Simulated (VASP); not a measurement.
Write the native input for VASP 6.6.1 that does the following.

* Task: relaxation of cell and atoms
* Functional: r2SCAN
* Potentials or basis: VASP PAW PBE potentials, release 64 (Cs_sv, Ag, Bi_d, Br)
* Cutoff: 600 eV
* k mesh: 4 × 4 × 4
* Occupations: gaussian, width 0.03 eV
* Spin: no spin polarisation
* Further INCAR settings: ALGO = Normal; EDIFF = 1e-06; IBRION = 2; EDIFFG = -0.01; NSW = 90; ISIF = 3

The structure of Cs2AgBiBr6 lies in POSCAR:

```
Cs2AgBiBr6
1.0
    0.0000000000      5.6161000000      5.6161000000
    5.6161000000      0.0000000000      5.6161000000
    5.6161000000      5.6161000000      0.0000000000
Cs Ag Bi Br
2 1 1 6
Direct
    0.2500000000      0.2500000000      0.2500000000
    0.7500000000      0.7500000000      0.7500000000
    0.5000000000      0.5000000000      0.5000000000
    0.0000000000      0.0000000000      0.0000000000
    0.2505500000      0.7494500000      0.2505500000
    0.2505500000      0.7494500000      0.7494500000
    0.7494500000      0.2505500000      0.7494500000
    0.7494500000      0.2505500000      0.2505500000
    0.2505500000      0.2505500000      0.7494500000
    0.7494500000      0.7494500000      0.2505500000
```

One way to write it, as run:

INCAR

```
SYSTEM = Cs2AgBiBr6
PREC = Accurate
ENCUT = 600
EDIFF = 1E-6
ISMEAR = 0
SIGMA = 0.03
LREAL = .False.
LASPH = .True.
NELM = 80
ALGO = Normal
ISIF = 3
LWAVE = .False.
LCHARG = .False.
METAGGA = R2SCAN
LMIXTAU = .True.
IBRION = 2
NSW = 90
EDIFFG = -0.01
KPAR = 2
```

KPOINTS

```
regular mesh
0
Gamma
  4 4 4
  0 0 0
```

Potentials or basis: VASP PAW PBE potentials, release 64 (Cs_sv, Ag, Bi_d, Br).

Launch:

```bash
$ cat potpaw_PBE.64/Cs_sv/POTCAR potpaw_PBE.64/Ag/POTCAR potpaw_PBE.64/Bi_d/POTCAR potpaw_PBE.64/Br/POTCAR > POTCAR
$ mpirun -np 2 vasp_std > vasp.out
```

It gave:

```yaml
Relaxed_volume: 36.49 Å³/atom
Relaxed_cell: a = 8.021 Å, b = 8.021 Å, c = 8.021 Å, α = 60.00°, β = 60.00°, γ = 60.00°
Space_group_after_relaxing_to_0.05_Å: Fm-3m (No. 225)
Energy_gained_by_relaxing: 4.4 meV/atom
Ionic_steps: 5
Pressure_after_relaxing: 0.0 GPa
Band_gap_on_the_k_mesh: 1.65 eV, indirect (least direct gap 2.79 eV)
```

Caveat: the PAW data sets were made with another functional, which shifts forces and pressure a little; spin-orbit coupling is left out, which as a rule narrows the gap of such compounds by several tenths of an eV.

It took 26 min on 2 MPI ranks on Intel(R) Xeon(R) Platinum 8488C (Sapphire Rapids), with other jobs on the host, peak memory 0.85 GiB a rank.
